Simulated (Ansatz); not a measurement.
**HgTe: phonons with PBE**

HgTe:

```
Hg Te
1.0
    -3.04560    3.04560    1.55941
     3.04560   -3.04560    1.55941
     3.04560    3.04560   -1.55941
Hg Te
1 1
Cartesian
  0.0000 3.0456 0.7797
  0.0000 0.0000 0.0000
```

Measurements of this composition are mostly on another form, of space group No. 216.

| Quantity | Value |
| --- | --- |
| Program | Ansatz 0.2.0 |
| Task | phonons |
| Functional | PBE |
| Potentials or basis | Ansatz PAW |
| Cutoff | 420 eV (not typed: the program's choice for these potentials) |
| k mesh | 8 × 8 × 8 |
| Occupations | fermi-dirac, width 0.05 eV |
| Spin | no spin polarisation |
| q mesh | 2 × 2 × 2 |
| Path | [["G", "X", "M", "G", "Z", "P", "N", "Z1", "M"], ["X", "P"]] |
| Points for each segment of the path | 8 |

- Band gap on the k mesh: none (metal or under the smearing width)
- Highest phonon frequency: 123 cm⁻¹
- Most unstable mode: 20i cm⁻¹

Levels at points of the mesh, in eV from the Fermi level:
| k point | band 15 | band 16 | band 17 | band 18 | band 19 | band 20 | band 21 | band 22 |
| --- | --- | --- | --- | --- | --- | --- | --- | --- |
| (0.00, 0.00, 0.00) | -6.24 | -3.48 | -2.49 | -2.49 | 3.38 | 4.61 | 6.85 | 6.85 |
| (0.00, 0.00, -0.50) | -6.19 | -6.11 | -0.96 | 1.44 | 1.95 | 2.81 | 3.38 | 8.89 |
| (0.00, -0.50, 0.00) | -6.23 | -4.60 | -1.98 | -1.15 | -0.16 | 3.16 | 3.77 | 5.86 |
| (-0.50, -0.50, -0.50) | -6.18 | -4.40 | -4.36 | -4.36 | 3.05 | 7.31 | 7.96 | 7.96 |

Phonon frequencies in cm⁻¹ (negative: imaginary):
```
                 q point         frequencies
   (0.000, 0.000, 0.000)      0 0 0 24 75 75
  (0.000, 0.000, -0.500)  -20 38 53 56 67 69
  (0.000, -0.500, 0.000)  29 47 55 77 99 123
(-0.500, -0.500, -0.500)   19 26 26 46 98 98
```

Run time: 2.2 min on 2 threads of Arm Neoverse V2, on a shared host, peak memory 0.79 GiB.

Caveat: some modes are imaginary; the q mesh is small, so phonon branches between its points and thermal values are rough. The run has no spin-orbit coupling, so splittings on Hg, Te are missing.
